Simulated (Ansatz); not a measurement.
Crystal: SnSe.

```
CELL_PARAMETERS angstrom
11.42000 0.00000 0.00000
0.00000 4.19000 0.00000
0.00000 0.00000 4.46000
ATOMIC_POSITIONS crystal
Sn 0.87700 0.75000 0.90900
Sn 0.62300 0.25000 0.40900
Sn 0.37700 0.75000 0.59100
Sn 0.12300 0.25000 0.09100
Se 0.64300 0.75000 0.98400
Se 0.85700 0.25000 0.48400
Se 0.14300 0.75000 0.51600
Se 0.35700 0.25000 0.01600
```

* Program: Ansatz 0.2.0
* Task: relaxation of cell and atoms
* Functional: PBEsol
* Dispersion: D3(BJ)
* Potentials or basis: Ansatz PAW
* Cutoff: 420 eV (not typed: the program's choice for these potentials)
* k mesh: 3 × 6 × 6
* Occupations: fermi-dirac, width 0.05 eV
* Spin: no spin polarisation

At the start: volume 26.68 Å³/atom.

Problem. How do energy, volume and symmetry change on relaxing?

Solution. It ends after 7 steps and the volume is 24.48 Å³/atom (-8.2 %); space group Pnma (No. 62, to 0.05 Å).

The path:
| step | energy change (eV) | largest force (eV/Å) | volume (Å³) |
| --- | --- | --- | --- |
| 1 | 0.0000 | 0.2397 | 213.41 |
| 2 | -0.0994 | 0.1694 | 185.94 |
| 3 | -0.2101 | 0.1025 | 198.99 |
| 4 | -0.2221 | 0.0135 | 196.56 |
| 5 | -0.2232 | 0.0111 | 195.99 |
| 6 | -0.2234 | 0.0068 | 195.83 |
| 7 | -0.2203 | 0.0070 | 195.83 |

Final structure:
```yaml
crystal:
  lattice:
    - [11.22998, 0.00000, 0.00000]
    - [0.00000, 4.11012, 0.00000]
    - [0.00000, 0.00000, 4.24265]
  atoms:
    - { symbol: Sn, position: [0.88329, 0.75000, 0.92621] }
    - { symbol: Sn, position: [0.61671, 0.25000, 0.42621] }
    - { symbol: Sn, position: [0.38329, 0.75000, 0.57379] }
    - { symbol: Sn, position: [0.11671, 0.25000, 0.07379] }
    - { symbol: Se, position: [0.64090, 0.75000, 0.98144] }
    - { symbol: Se, position: [0.85910, 0.25000, 0.48144] }
    - { symbol: Se, position: [0.14090, 0.75000, 0.51856] }
    - { symbol: Se, position: [0.35910, 0.25000, 0.01856] }
```

Caveat: the plane-wave basis is chosen anew once the cell has moved, so the energies of steps on either side of that aren't comparable; the PAW data sets come from PBE, with cores solved anew for the run's functional, which leaves a small shift of forces and pressure.
